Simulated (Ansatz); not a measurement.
A run of Ansatz 0.2.0 is set up as follows.

The input input.yaml:

```yaml
crystal:
  lattice:
    - [2.809662, 0.0, 0.0]
    - [0.0, 4.86387, 0.0]
    - [0.0, 0.0, 4.923695]
  atoms:
    - { symbol: W, position: [0.793172, 0.936843, 0.75] }
    - { symbol: W, position: [0.206828, 0.436843, 0.75] }
    - { symbol: W, position: [0.206828, 0.063157, 0.25] }
    - { symbol: W, position: [0.793172, 0.563157, 0.25] }
hamiltonian:
  xc: pbesol
  pseudopotentials: { kind: paw }
kpoints:
  mp_grid: { grid: [9, 6, 6] }
scf:
  occupations: { method: fermi_dirac, width: 0.05 }
output:
  forces: true
  stress: true
  eigenvalues: true
relax:
  f_tol: 0.01
  max_steps: 40
  cell: { stress_tol: 0.05 }
```

Potentials or basis: Ansatz PAW.

Launch:

```console
$ ansatz run input.yaml --threads 2 --pin off --max-ram 5632MiB --backend cpu --events-out ev --progress --plain --runs-dir out
```

Estimate the space group after relaxing (to 0.05 Å).

Im-3m (No. 229).

Estimate the relaxed volume.

15.70 Å³/atom.

Final structure:
```
CELL_PARAMETERS angstrom
3.16421 0.00000 0.00000
0.00000 4.45536 0.00000
0.00000 0.00000 4.45533
ATOMIC_POSITIONS crystal
W 0.75000 0.00000 0.75000
W 0.25000 0.50000 0.75000
W 0.25000 0.00000 0.25000
W 0.75000 0.50000 0.25000
```

Caveat: the PAW data sets come from PBE, with cores solved anew for the run's functional, which leaves a small shift of forces and pressure. The run has no spin-orbit coupling, so splittings on W are missing.
